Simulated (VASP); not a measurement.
# C (Fd-3m) in VASP: Born charges and dielectric tensor with LDA

Aim: the Born charges and dielectric tensor of C with LDA.

Everything below comes from runs of VASP 6.6.1. Logs are shortened: lines on timing, memory, paths and dates and some standing lists are left out, and cuts for length are marked.

### Step 1. The structure

The structure is cubic, space group Fd-3m (No. 227). Conventional cell: a = 3.534 Å, b = 3.534 Å, c = 3.534 Å, α = 90.00°, β = 90.00°, γ = 90.00°. C (site symmetry -43m) has 4 C at 1.53 Å as nearest neighbours.

This isn't the form of C at room conditions, which is graphite.

### Step 2. Born charges and dielectric tensor, LDA

Contents of INCAR:

```
SYSTEM = C
PREC     = Accurate       ! precision mode
ENCUT    = 600            ! plane-wave cutoff, eV
EDIFF    = 1E-8           ! SCF threshold, eV
ISMEAR   = 0              ! smearing method
SIGMA    = 0.02           ! smearing width, eV
LREAL    = .FALSE.        ! projectors in reciprocal space
LASPH    = .TRUE.         ! aspherical terms in the spheres
NELM     = 100            ! most SCF steps
ALGO     = Normal         ! electronic algorithm
ISIF     = 2              ! what is computed and relaxed
LWAVE    = .FALSE.        ! write WAVECAR
LCHARG   = .FALSE.        ! write CHGCAR
GGA      = CA             ! functional
LEPSILON = .TRUE.         ! dielectric tensor by DFPT
IBRION   = 8              ! ionic algorithm
NSW      = 1              ! ionic steps
```

Contents of KPOINTS:

```
Automatic mesh
0
G
  14 14 14
  0 0 0
```

Contents of POSCAR:

```
C
1.0
    0.0000000000      1.7669600000      1.7669600000
    1.7669600000      0.0000000000      1.7669600000
    1.7669600000      1.7669600000      0.0000000000
C
2
Direct
    0.5000000000      0.5000000000      0.5000000000
    0.7500000000      0.7500000000      0.7500000000
```

Potentials or basis: VASP PAW LDA potentials, release 64 (C).

Launch:

```bash
cat potpaw_LDA.64/C/POTCAR > POTCAR
mpirun -np 1 vasp_std > vasp.out
```

OUTCAR:

```text
SYSTEM = C
   PREC = Accurate
   ENCUT = 600
   EDIFF = 1E-8
   ISMEAR = 0
   LREAL = .FALSE.
   LASPH = .TRUE.
   NELM = 100
   ISIF = 2
   GGA = CA
   LEPSILON = .TRUE.
   IBRION = 8
   NSW = 1

 ion  position               nearest neighbor table
   1  0.500  0.500  0.500-   2 1.53   2 1.53   2 1.53   2 1.53
   2  0.750  0.750  0.750-   1 1.53   1 1.53   1 1.53   1 1.53

  LATTYP: Found a face centered cubic cell.
 ALAT       =     3.5339200000

  Lattice vectors:

 A1 = (   0.0000000000,   1.7669600000,   1.7669600000)
 A2 = (   1.7669600000,   0.0000000000,   1.7669600000)
 A3 = (   1.7669600000,   1.7669600000,   0.0000000000)

Analysis of symmetry for initial positions (statically):
=====================================================================
 Subroutine PRICEL returns:
 Original cell was already a primitive cell.

 Routine SETGRP: Setting up the symmetry group for a
 face centered cubic supercell.

 Subroutine GETGRP returns: Found 48 space group operations
 (whereof 24 operations were pure point group operations)
 out of a pool of 48 trial point group operations.

The static configuration has the point symmetry T_d .
 The point group associated with its full space group is O_h .

Analysis of symmetry for dynamics (positions and initial velocities):
=====================================================================
 Subroutine PRICEL returns:
 Original cell was already a primitive cell.

 Routine SETGRP: Setting up the symmetry group for a
 face centered cubic supercell.

 Subroutine GETGRP returns: Found 48 space group operations
 (whereof 24 operations were pure point group operations)
 out of a pool of 48 trial point group operations.

The dynamic configuration has the point symmetry T_d .
 The point group associated with its full space group is O_h .

 Subroutine INISYM returns: Found 48 space group operations
 (whereof 24 operations are pure point group operations),
 and found     1 'primitive' translations

----------------------------------------------------------------------------------------

                                     Primitive cell

  volume of cell :      11.0334

  direct lattice vectors                    reciprocal lattice vectors
     0.000000000  1.766960000  1.766960000    -0.282971884  0.282971884  0.282971884
     1.766960000  0.000000000  1.766960000     0.282971884 -0.282971884  0.282971884
     1.766960000  1.766960000  0.000000000     0.282971884  0.282971884 -0.282971884

  length of vectors
     2.498858796  2.498858796  2.498858796     0.490121680  0.490121680  0.490121680

  position of ions in fractional coordinates (direct lattice)
     0.500000000  0.500000000  0.500000000
     0.750000000  0.750000000  0.750000000

  ion indices of the primitive-cell ions
   primitive index   ion index
                 1           1
                 2           2

----------------------------------------------------------------------------------------

 KPOINTS: Automatic mesh

Automatic generation of k-mesh.
 Grid dimensions read from file:
 generate k-points for:   14   14   14

 Generating k-lattice:

  Cartesian coordinates                     Fractional coordinates (reciprocal lattice)
    -0.020212277  0.020212277  0.020212277     0.071428571  0.000000000  0.000000000
     0.020212277 -0.020212277  0.020212277     0.000000000  0.071428571  0.000000000
     0.020212277  0.020212277 -0.020212277     0.000000000  0.000000000  0.071428571

  Length of vectors
     0.035008691  0.035008691  0.035008691

  Shift w.r.t. Gamma in fractional coordinates (k-lattice)
     0.000000000  0.000000000  0.000000000

 Subroutine IBZKPT returns following result:
 ===========================================

 Found    104 irreducible k-points:

 Following reciprocal coordinates:
[... 374 lines left out ...]
     1.766960000  1.766960000  0.000000000     0.282971884  0.282971884 -0.282971884

 POSITION                                       TOTAL-FORCE (eV/Angst)
 -----------------------------------------------------------------------------------
      1.76696      1.76696      1.76696        -0.000000     -0.000000      0.000000
      2.65044      2.65044      2.65044         0.000000      0.000000     -0.000000
 -----------------------------------------------------------------------------------
    total drift:                                0.000000     -0.000000      0.000000

  FREE ENERGIE OF THE ION-ELECTRON SYSTEM (eV)
  ---------------------------------------------------
  free  energy   TOTEN  =       -20.2522134108 eV

  energy  without entropy=      -20.2522134108  energy(sigma->0) =      -20.25221341

 HEAD OF MICROSCOPIC STATIC DIELECTRIC TENSOR (INDEPENDENT PARTICLE, excluding Hartree and local field effects)
 ------------------------------------------------------
           5.939589     0.000000    -0.000000
           0.000000     5.939589     0.000000
           0.000000    -0.000000     5.939589
 ------------------------------------------------------

 Free energy of the ion-electron system (eV)
  ---------------------------------------------------
  ---------------------------------------------------
  free energy    TOTEN  =        -0.15360021 eV

  energy without entropy =       -0.15360021

------------------------ aborting loop because EDIFF is reached ----------------------------------------

--------------------------------------- Ionic step        2  -------------------------------------------

------------------------ aborting loop because EDIFF is reached ----------------------------------------

--------------------------------------- Ionic step        3  -------------------------------------------

------------------------ aborting loop because EDIFF is reached ----------------------------------------

 PIEZOELECTRIC TENSOR FIELD DIRECTION 3  (e Angst)
 -----------------------------------------------------------------------------
    -0.00015  0.00000  0.00000           ( -0.00001  0.00000  0.00000)
    -0.00000 -0.00015  0.00000           (  0.00000 -0.00001  0.00000)
     0.00000  0.00000 -0.00013           (  0.00000  0.00000 -0.00001)

 PIEZOELECTRIC TENSOR FIELD DIRECTION 3  (C/m^2)
 -----------------------------------------------------------------------------
    -0.00022  0.00000  0.00000
    -0.00000 -0.00022  0.00000
     0.00000  0.00000 -0.00018

--------------------------------------- Ionic step        4  -------------------------------------------

 Free energy of the ion-electron system (eV)
  ---------------------------------------------------
  ---------------------------------------------------
  free energy    TOTEN  =        -0.11147157 eV

  energy without entropy =       -0.11147157

------------------------ aborting loop because EDIFF is reached ----------------------------------------

 INTERNAL STRAIN TENSOR  FOR ION    1  DIRECTION 1   (eV/Angst):
 -----------------------------------------------------------------------------
     0.00369  0.00000  0.00000
     0.00000 -0.00142  4.11592
     0.00000  4.11592 -0.00142

 MACROSCOPIC STATIC DIELECTRIC TENSOR (including local field effects in DFT)
 ------------------------------------------------------
           5.763549     0.000000    -0.000000
          -0.000000     5.763549     0.000000
          -0.000000     0.000000     5.763549
 ------------------------------------------------------

 PIEZOELECTRIC TENSOR (including local field effects)  for field in x, y, z        (e  Angst)
          XX          YY          ZZ          XY          YZ          ZX
  --------------------------------------------------------------------------------
  x    -0.00000     0.00000    -0.00000     0.00000    -0.00000    -0.00000
  y    -0.00000     0.00000     0.00000    -0.00000    -0.00000     0.00000
  z     0.00000     0.00000     0.00000    -0.00000    -0.00000     0.00000

 PIEZOELECTRIC TENSOR (including local field effects)  for field in x, y, z        (C/m^2)
          XX          YY          ZZ          XY          YZ          ZX
  --------------------------------------------------------------------------------
  x    -0.00000     0.00000    -0.00000     0.00000    -0.00000    -0.00000
  y    -0.00000     0.00000     0.00000    -0.00000    -0.00000     0.00000
  z     0.00000     0.00000     0.00000    -0.00000    -0.00000     0.00000

 BORN EFFECTIVE CHARGES (including local field effects) (in |e|, cummulative output)
 ---------------------------------------------------------------------------------
 ion    1
    1     0.00000     0.00000     0.00000
    2    -0.00000     0.00000     0.00000
    3    -0.00000     0.00000     0.00000
 ion    2
    1    -0.00000    -0.00000    -0.00000
    2     0.00000    -0.00000    -0.00000
    3     0.00000     0.00000    -0.00000

 INTERNAL STRAIN TENSOR FOR ION    2 for displacements in x,y,z  (eV/Angst):
          X           Y           Z          XY          YZ          ZX
  --------------------------------------------------------------------------------
  x     0.00000     0.00000     0.00000     0.00000    -4.11592     0.00000
  y    -0.00000     0.00000    -0.00000     0.00000     0.00000    -4.11592
  z     0.00000     0.00000     0.00000    -4.11592     0.00000     0.00000

 SECOND DERIVATIVES (NOT SYMMETRIZED)
 ------------------------------------
               1X          1Y          1Z          2X          2Y          2Z
  1X   -38.720343    0.000000    0.000000   38.720343    0.000000    0.000000
  1Y     0.000000  -38.720343    0.000000    0.000000   38.720343    0.000000
  1Z     0.000000    0.000000  -38.720343    0.000000    0.000000   38.720343
  2X    38.720343    0.000000    0.000000  -38.720343    0.000000    0.000000
  2Y     0.000000   38.720343    0.000000    0.000000  -38.720343    0.000000
  2Z     0.000000    0.000000   38.720343    0.000000    0.000000  -38.720343

 Eigenvectors and eigenvalues of the dynamical matrix
 ----------------------------------------------------

   1 f  =   39.695908 THz   249.416746 2PiTHz 1324.112962 cm-1   164.169010 meV
             X         Y         Z           dx          dy          dz
      1.766960  1.766960  1.766960     0.000000   -0.707107    0.000000
      2.650440  2.650440  2.650440     0.000000    0.707107    0.000000
[... 21 lines left out ...]
   6 f  =    0.000000 THz     0.000000 2PiTHz    0.000000 cm-1     0.000000 meV
             X         Y         Z           dx          dy          dz
      1.766960  1.766960  1.766960     0.000000    0.000000    0.707107
      2.650440  2.650440  2.650440     0.000000    0.000000    0.707107

--------------------------------------------------------------------------------------------------------

 MACROSCOPIC STATIC DIELECTRIC TENSOR IONIC CONTRIBUTION
 ------------------------------------------------------
           0.000000     0.000000    -0.000000
           0.000000     0.000000     0.000000
          -0.000000     0.000000     0.000000
 ------------------------------------------------------

 ELASTIC MODULI CONTR FROM IONIC RELAXATION (kBar)
 Direction    XX          YY          ZZ          XY          YZ          ZX
 --------------------------------------------------------------------------------
 XX          -0.0000     -0.0000     -0.0000      0.0000      0.0000     -0.0000
 YY          -0.0000     -0.0000     -0.0000      0.0000      0.0000      0.0000
 ZZ          -0.0000     -0.0000     -0.0000      0.0000      0.0000     -0.0000
 XY           0.0000      0.0000      0.0000    -63.5322      0.0000      0.0000
 YZ           0.0000      0.0000      0.0000      0.0000    -63.5322      0.0000
 ZX          -0.0000      0.0000     -0.0000      0.0000      0.0000    -63.5322
 --------------------------------------------------------------------------------

 PIEZOELECTRIC TENSOR IONIC CONTR  for field in x, y, z        (C/m^2)
          XX          YY          ZZ          XY          YZ          ZX
  --------------------------------------------------------------------------------
  x     0.00000    -0.00000    -0.00000     0.00000     0.00000     0.00000
  y     0.00000     0.00000     0.00000     0.00000    -0.00000     0.00000
  z    -0.00000    -0.00000     0.00000     0.00000    -0.00000     0.00000
```

Wall time 2.1 min (1 thread of Intel Xeon Platinum 8259CL at 2.50GHz (Skylake/Cascade Lake), shared host); peak memory 0.21 GiB.

Results:

* Band gap on the k mesh: 4.17 eV, indirect (least direct gap 5.62 eV)
* Electronic dielectric tensor (diagonal): 5.76
* Born charges (mean of the diagonal): C +0.00 e
* Highest phonon frequency at Γ: 1324 cm⁻¹

Levels at points of the mesh, in eV from the valence-band top:
```
           k point  band 2  band 3  band 4  band 5  band 6  band 7
(0.00, 0.00, 0.00)    0.00    0.00    0.00    5.62    5.62    5.62
(0.50, 0.00, 0.00)  -13.67   -2.86   -2.86    8.50    8.50    9.39
(0.50, 0.50, 0.00)  -12.81   -6.46   -6.46    4.77    4.77   17.05
```

Phonon frequencies in cm⁻¹ (negative: imaginary):
| q point | frequencies |
| --- | --- |
| (0.000, 0.000, 0.000) | 0 0 0 1324 1324 1324 |

Electronic dielectric tensor:
```
5.76 0.00 0.00
0.00 5.76 0.00
0.00 0.00 5.76
```

Born effective charge tensors (e):
atom 1, C
```
0.00 0.00 0.00
0.00 0.00 0.00
0.00 0.00 0.00
```
atom 2, C
```
0.00 0.00 0.00
0.00 0.00 0.00
0.00 0.00 0.00
```

A k mesh can miss the band edges.
